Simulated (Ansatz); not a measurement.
Crystal: CoO.

```
Co O
1.0
     1.42815    2.47363    0.00000
    -4.28445    2.47363    0.00000
     0.00000    0.00000    2.78761
Co O
2 2
Direct
  0.00000 0.00000 0.00000
  0.50000 0.50000 0.00000
  0.50000 0.83333 0.50000
  0.00000 0.33333 0.50000
```

Measurements of this composition are mostly on another form, of space group No. 225.

The cell isn't the ideal one: another cell of the same crystal, with 4 atoms.

Base run:

```yaml
Program: Ansatz 0.2.0
Functional: PBE
Potentials_or_basis: Ansatz PAW
Cutoff: 420 eV
Density_cutoff: 1680 eV
k_mesh: 7 × 4 × 7
Occupations: gaussian, width 0.05 eV
Spin: collinear spin, antiferromagnetic start
Starting_moments: "[2.0, -2.0, 0.0, 0.0] μB"
Hubbard_terms: Co d U = 4 eV
```

Its results: band gap on the k mesh 1.39 eV; pressure 3.7 GPa; net moment 0.00 μB per cell; site moments Co +2.54, -2.54; O +0.09, -0.09 μB; largest force 0.215 eV/Å.

Question: The run is repeated on the same cell with these changes: hubbard terms from Co d U = 4 eV to none; hubbard projectors from ortho-atomic (the default) to none. What comes out?

Answer: Band gap on the k mesh none (metal or under the smearing width); pressure -8.1 GPa; net moment 0.00 μB per cell; site moments Co +2.30, -2.30; O +0.14, -0.14 μB; largest force 0.044 eV/Å.

The U term pushes filled and empty states of the shell apart.

Caveats: the magnetic or orbital state may not be the lowest (some runs); odd divisions of the mesh miss points on the zone boundary, where band edges often lie, so the gap on the mesh can be too wide (some runs); semilocal functionals often make such compounds metallic where correlation or magnetic order opens a gap, which also shifts bond lengths (some runs).

A k mesh can miss the band edges.

Not every run made on this cell is shown here.
